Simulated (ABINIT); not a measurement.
Input of an ABINIT 10.8.3 (patched build) run:

Contents of run.abi:

```
# Pseudopotentials
pp_dirpath "./"
pseudos "Fe.GGA_PBE-JTH.xml, Si.GGA_PBE-JTH.xml"

# Structure
acell 3*1.0
rprim
     8.5995766753     0.0000000000     0.0000000000
     0.0000000000     8.5995766753     0.0000000000
     0.0000000000     0.0000000000     8.5995766753
ntypat 2
znucl 26 14
natom 8
typat 1 1 1 1 2 2 2 2
xcart
     3.9294384360     2.8966115640     1.6540884360
     2.8966115640     1.6540884360     3.9294384360
     1.6540884360     3.9294384360     2.8966115640
     0.6212615640     0.6212615640     0.6212615640
     0.7171903200     1.5581596800     2.9925403200
     1.5581596800     2.9925403200     0.7171903200
     2.9925403200     0.7171903200     1.5581596800
     3.8335096800     3.8335096800     3.8335096800 Angstrom

# Plane-wave basis
ecut 26.0
pawecutdg 48.0
pawxcdev 0

# k points
kptopt 1
ngkpt 6 6 6
nshiftk 1
shiftk 0.0 0.0 0.0

# Exchange and correlation
ixc 11

# Bands and occupations
nband 51
occopt 3
tsmear 0.05 eV

# Spin
nsppol 2
spinat
     0.0000000000     0.0000000000     5.0000000000
     0.0000000000     0.0000000000     5.0000000000
     0.0000000000     0.0000000000     5.0000000000
     0.0000000000     0.0000000000     5.0000000000
     0.0000000000     0.0000000000     0.0000000000
     0.0000000000     0.0000000000     0.0000000000
     0.0000000000     0.0000000000     0.0000000000
     0.0000000000     0.0000000000     0.0000000000

# SCF cycle
nstep 100
tolvrs 1.0e-9

# Output
iomode 3
prtwf 0
prtden 0
prteig 0
prtebands 0
enunit 1
prtvol 2
```

Potentials or basis: JTH PAW PBE v2.0.

Launch:

```console
$ mpirun --bind-to none -np 4 abinit run.abi > log 2>&1
```

(1) Estimate the band gap on the k mesh.

(2) Estimate the pressure.

Answers

(1) none (metal or under the smearing width).

(2) -10.8 GPa.

Caveat: the moment fell far below its start of 5 μB, so a state of higher moment may lie lower in energy.
